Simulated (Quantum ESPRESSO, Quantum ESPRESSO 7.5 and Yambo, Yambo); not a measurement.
# Excitons of CdTe (F-43m) on ever denser meshes

Aim: follow the lowest exciton of CdTe (F-43m) as the mesh is refined.

Calculated with Quantum ESPRESSO 7.5 and Yambo 5.3.0; PBE and many-body steps on it, plane waves.

## 1. The starting structure

The structure is cubic, space group F-43m (No. 216). The conventional cell has a = 6.480 Å, b = 6.480 Å, c = 6.480 Å, α = 90.00°, β = 90.00°, γ = 90.00°. Nearest to Cd lie 4 Te at 2.81 Å. Nearest to Te lie 4 Cd at 2.81 Å. Farther neighbours and most contacts between anions are not listed.

The cell and positions come from the Crystallography Open Database and are kept as given unless a step says otherwise. Spin-orbit coupling is left out unless a step names it.

## 2. Empty states on the mesh, 4×4×4 mesh, 122 bands

This step: Quantum ESPRESSO 7.5; DFT, PBE, plane waves, norm-conserving pseudopotentials.

The sums over transitions need many empty states on a uniform mesh; this step solves for them.

Contents of pw.in:

```
&control
  calculation = 'nscf'
  prefix = 'x'
  outdir = 'o'
  pseudo_dir = 'pseudo'
/
&system
  ibrav = 0
  nat = 2
  ntyp = 2
  ecutwfc = 94.0
  nbnd = 122
  force_symmorphic = .true.
/
&electrons
  conv_thr = 1e-9
  electron_maxstep = 80
  diago_full_acc = .true.
  diago_thr_init = 5e-6
/
ATOMIC_SPECIES
  Cd 112.41 Cd.upf
  Te 127.6 Te.upf
CELL_PARAMETERS angstrom
  0.0000000000 3.2400000000 3.2400000000
  3.2400000000 0.0000000000 3.2400000000
  3.2400000000 3.2400000000 0.0000000000
ATOMIC_POSITIONS crystal
  Cd 0.0000000000 0.0000000000 0.0000000000
  Te 0.2500000000 0.2500000000 0.2500000000
K_POINTS automatic
  4 4 4 0 0 0
```

On the command line:

```console
$ OMP_NUM_THREADS=1 mpirun -n 8 pw.x -nk 4 -in pw.in > pw.out
```

Output:

```text
Program PWSCF v.7.5 starts

     This program is part of the open-source Quantum ESPRESSO suite
     for quantum simulation of materials; please cite
         "P. Giannozzi et al., J. Phys.:Condens. Matter 21 395502 (2009);
         "P. Giannozzi et al., J. Phys.:Condens. Matter 29 465901 (2017);
         "P. Giannozzi et al., J. Chem. Phys. 152 154105 (2020);
     in publications or presentations arising from this work. More details at

     Atomic positions and unit cell read from directory:
     o/x.save/

     Message from routine setup:
[...]
-150.4559-100.4824-100.4824-100.4824 -93.9054 -54.9603 -54.9602 -54.9602
[...]
50.0998  50.9654  50.9654  51.3953  52.8916  52.8916  53.7707  54.0719
     [... 4 further rows ...]
    71.9145  72.0256  72.7539  72.7539  73.8694  74.2684  75.0743  75.3252
    75.3252  76.1338

          k = 0.3536 0.0000 0.0000 (  7059 PWs)   bands (ev):

     [... further k-points ...]

     highest occupied, lowest unoccupied level (ev):     8.2696    9.0401

     XML data file, pseudopotentials, collected wavefunctions

=------------------------------------------------------------------------------=
   JOB DONE.
=------------------------------------------------------------------------------=
```

Run time: 14 s. Hardware: 8 MPI ranks of Arm Neoverse V1, shared host; peak memory 0.69 GiB.

Numbers from this step:

```yaml
gap: 0.7705 eV
k_of_the_valence_top: 0, 0, 0
k_of_the_conduction_bottom: 0, 0, 0
least_direct_gap: 0.7705 eV
k_points_computed: 8
lowest_point_of_the_top_converged_band_above_the_valence_top: 65.9721 eV
```

On this mesh the gap is 0.770 eV.

The density comes from a self-consistent run that is not shown.

## 3. Conversion and set-up

This step: Yambo 5.3.0; conversion and set-up on PBE, plane waves, norm-conserving pseudopotentials.

The states are converted to the many-body program's format and the q mesh is built.

On the command line:

```console
$ (cd o/x.save; p2y > p2y.log; mv SAVE ../..); yambo > setup.log
```

Output:

```text
 Yambo, version 5.3.0

 [02] CORE Variables Setup
 =========================

  [02.01] Unit cells
  ==================

  Cell kind             :  FCC
  Atoms in the cell     :  Cd  Te
  number of Cd atoms    :  1
  number of Te atoms    :  1

  List of atomic masses
  Mass of Cd    :  112.4100
  Mass of Te    :  127.6000

  List of atomic coordinates    : [cc]
  Cd1       :  0.000000  0.000000  0.000000  order 1
  Te1       :  3.061356  3.061356  3.061356  order 2

  Alat factors          :  6.122713  6.122713  6.122713 [a.u.]
  Direct lattice volume :  459.0517 [a.u.]
[...]
==========================================

 IBZ Q-points                                      :   8
 BZ  Q-points                                      :   64

 K/Q-points units:
 rlu = crystal or reduced units; cc = cartesian coordinates; iku = interal k-units

 Q [1]          [rlu]:  0.000000  0.000000  0.000000
 Q [2]          [rlu]: -0.71308E-17 -0.71308E-17  0.25000
 Q [3]          [rlu]:  0.14262E-16  0.14262E-16 -0.50000
[...]
Q [7]          [rlu]:  0.42627E-17 -0.50000     -0.50000
 Q [8]          [rlu]:  0.250000 -0.500000 -0.250000

  [03.01] X indexes
  =================

   [03.01.01] Sigma indexes
   ========================

 [06] Game Over & Game summary
```

Run time: 3.5 s. Hardware: 1 MPI rank; peak memory 0.26 GiB.

## 4. Screening and self-energy, 4×4×4 mesh, 122 bands, screening to 129.3 eV

Now the one-shot GW correction: screening in the RPA, then the self-energy of the levels asked for.

This step: G0W0 on PBE, plane waves, norm-conserving pseudopotentials.

Contents of gw1.in:

```
HF_and_locXC
gw0
dyson
ppa
em1d
rim_cut
RandQpts= 1000000
RandGvec= 1 RL
EXXRLvcs= 94 Ry
VXCRLvcs= 376 Ry
Chimod= "HARTREE"
% BndsRnXp
 1 | 122 |
%
NGsBlkXp= 9.5 Ry
% LongDrXp
 1 | 1 | 1 |
%
% GbndRnge
 1 | 122 |
%
DysSolver= "n"
ExtendOut
PPAPntXp= 27.21138 eV
% QPkrange
 1 | 1 | 21 | 24 |
%
```

On the command line:

```console
$ OMP_NUM_THREADS=1 mpirun -n 8 yambo -F gw1.in -J gw1 -C gw1 > gw1.log
```

Output:

```text
 Yambo, version 5.3.0

 [02] CORE Variables Setup
 =========================

  [... cell, symmetries and grids as in the set-up ...]

  [02.05] Energies & Occupations
  ==============================

  [X] === General ===
  [X] Electronic Temperature                        :  0.000000  0.000000 [eV K]
  [X] Bosonic    Temperature                        :  0.000000  0.000000 [eV K]
  [X] Finite Temperature mode                       : no
  [X] El. density                                   :  0.64683E+24 [cm-3]
[...]
Sx RL components                                 :   7239

   QP @ state[ 1 ] K range                          :  1  1
   QP @ state[ 1 ] b range                          :  21  24
   GF energies kind                                 : Perdew, Burke & Ernzerhof(X)+Perdew, Burke & Ernzerhof(C)
   GF WF`s kind                                     : Perdew, Burke & Ernzerhof(X)+Perdew, Burke & Ernzerhof(C)
   Xs energies kind                                 : Perdew, Burke & Ernzerhof(X)+Perdew, Burke & Ernzerhof(C)
   Xs WF`s kind                                     : Perdew, Burke & Ernzerhof(X)+Perdew, Burke & Ernzerhof(C)

 [11] Game Over & Game summary
```

It took 2 min on 8 MPI ranks; peak memory 4.7 GiB; 16 min of CPU time.

This step gave:

| Item | Value |
| --- | --- |
| G0W0 gap on the points computed | 1.533 eV |
| starting gap on the mesh | 0.7705 eV |
| k of the valence top | 0, 0, 0 |
| k of the conduction bottom | 0, 0, 0 |
| least direct G0W0 gap on the computed points | 1.533 eV |

The gap on the mesh goes from 0.77 eV to 1.53 eV, a correction of +0.76 eV.

The gap opens by 0.763 eV; the next steps shift the empty bands rigidly by 0.763 eV.

## 5. Empty states on the mesh, 4×4×4 mesh, 37 bands

This step: Quantum ESPRESSO 7.5; DFT, PBE, plane waves, norm-conserving pseudopotentials.

pw.in: that of step 2 with these lines changed.

```diff
@@ -11,3 +11,3 @@
   ecutwfc = 94.0
-  nbnd = 122
+  nbnd = 37
   force_symmorphic = .true.
```

On the command line:

```console
$ OMP_NUM_THREADS=1 mpirun -n 8 pw.x -nk 4 -in pw.in > pw.out
```

Output:

```text
[banner, memory and clock lines left out]
Program PWSCF v.7.5 starts

     Atomic positions and unit cell read from directory:
     o/x.save/

     Message from routine setup:
     using ibrav=0 with symmetry is DISCOURAGED, use correct ibrav instead

     bravais-lattice index     =            0
     lattice parameter (alat)  =       8.6588  a.u.
     unit-cell volume          =     459.0517 (a.u.)^3
     number of atoms/cell      =            2
     number of atomic types    =            2
     number of electrons       =        44.00
[...]
23.8590  23.8590  23.9007  24.4772  27.5736

          k =-0.3536-0.3536 0.3536 (  7120 PWs)   bands (ev):

  -150.4559-100.4824-100.4824-100.4824 -93.9054 -54.9603 -54.9602 -54.9602
[...]
0.2578   0.2578   0.6011   3.8511   7.4959   7.4959  10.0932  13.4800
    13.4800  15.3422  16.9106  18.6239  18.6239  19.7147  20.0071  20.0071
    24.2284  25.4430  25.4430  26.9030  27.1378

          k = 0.3536 0.0000 0.0000 (  7059 PWs)   bands (ev):

     [... further k-points ...]

     highest occupied, lowest unoccupied level (ev):     8.2696    9.0401

     XML data file, pseudopotentials, collected wavefunctions
```

The job ended after 2.6 s (8 MPI ranks; peak memory 0.48 GiB; 20 s of CPU time).

This step gave:

```yaml
gap: 0.7705 eV
k_of_the_valence_top: 0, 0, 0
k_of_the_conduction_bottom: 0, 0, 0
least_direct_gap: 0.7705 eV
k_points_computed: 8
lowest_point_of_the_top_converged_band_above_the_valence_top: 16.06 eV
```

On this mesh the gap is 0.770 eV.

## 6. Conversion and set-up

This step: Yambo 5.3.0; conversion and set-up on PBE, plane waves, norm-conserving pseudopotentials.

On the command line:

```console
$ (cd o/x.save; p2y > p2y.log; mv SAVE ../..); yambo > setup.log
```

Output:

```text
 Yambo, version 5.3.0

 [02] CORE Variables Setup
 =========================

  [02.01] Unit cells
  ==================

  Cell kind             :  FCC
  Atoms in the cell     :  Cd  Te
  number of Cd atoms    :  1
  number of Te atoms    :  1

  List of atomic masses
  Mass of Cd    :  112.4100
  Mass of Te    :  127.6000

  List of atomic coordinates    : [cc]
  Cd1       :  0.000000  0.000000  0.000000  order 1
  Te1       :  3.061356  3.061356  3.061356  order 2

  Alat factors          :  6.122713  6.122713  6.122713 [a.u.]
  Direct lattice volume :  459.0517 [a.u.]
[...]
==========================================

 IBZ Q-points                                      :   8
 BZ  Q-points                                      :   64

 K/Q-points units:
 rlu = crystal or reduced units; cc = cartesian coordinates; iku = interal k-units

 Q [1]          [rlu]:  0.000000  0.000000  0.000000
 Q [2]          [rlu]: -0.71308E-17 -0.71308E-17  0.25000
 Q [3]          [rlu]:  0.14262E-16  0.14262E-16 -0.50000
[...]
Q [7]          [rlu]:  0.42627E-17 -0.50000     -0.50000
 Q [8]          [rlu]:  0.250000 -0.500000 -0.250000

  [03.01] X indexes
  =================

   [03.01.01] Sigma indexes
   ========================

 [06] Game Over & Game summary
```

It took 3.4 s on 1 MPI rank; peak memory 0.26 GiB.

[end of part 1 of 4]

[Paths, hosts, dates, memory and timing lines, banners, echoed tables and standing remarks are left out of the program output.]

[Logs are printed without paths, hosts, clocks, repeated set-up lines and the standing remarks that a program may print on its own settings, such as how far it seeks lower states.]

[Runs of the session that timed out or met a known fault of the program may be left out.]

[Hosts, paths, dates, database ids (printed as entryN), source tags and the programs' standing remarks are cut or masked in the printed files.]
